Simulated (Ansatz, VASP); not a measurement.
**CoO in VASP and in Ansatz**

```
Co O
1.0
     0.00000    2.13150    2.13150
     2.13150    0.00000    2.13150
     2.13150    2.13150    0.00000
Co O
1 1
Direct
  0.00000 0.00000 0.00000
  0.50000 0.50000 0.50000
```

Alike in both runs: task single point; functional BLYP; k mesh 10 × 10 × 10; occupations gaussian, width 0.05 eV; collinear spin; Hubbard terms Co d U = 3.3 eV.

|  | VASP | Ansatz |
| --- | --- | --- |
| version | VASP 6.6.1 | Ansatz 0.2.0 |
| potentials or method | VASP PAW PBE potentials, release 64 (Co, O) | scalar-relativistic, plane waves, PAW |
| plane-wave cutoff (eV) | 520 | 420 |
| valence electrons in the cell | 15 | 23 |

Ansatz gave:

- pressure (GPa): 15.5
- largest component of the traceless stress (GPa): 0.66
- net moment per atom (μB): 1.50
- size of the moment on the site where the two differ most (μB): 2.59

Q: What did VASP give for the same quantities?

A: Pressure (GPa): 5.4; largest component of the traceless stress (GPa): 0.00; net moment per atom (μB): 1.50; size of the moment on the site where the two differ most (μB): 2.71.

Site moments also hang on the region over which each program counts them. The programs project onto different local orbitals, so the same U acts differently. The two sets of potentials don't hold the same shells in valence.

Caveats: the PAW data sets were made with another functional, which shifts forces and pressure a little (VASP); a cell with one magnetic atom can't hold antiferromagnetic order, which such compounds often take. The state reached can hang on the start; a lower one may exist.
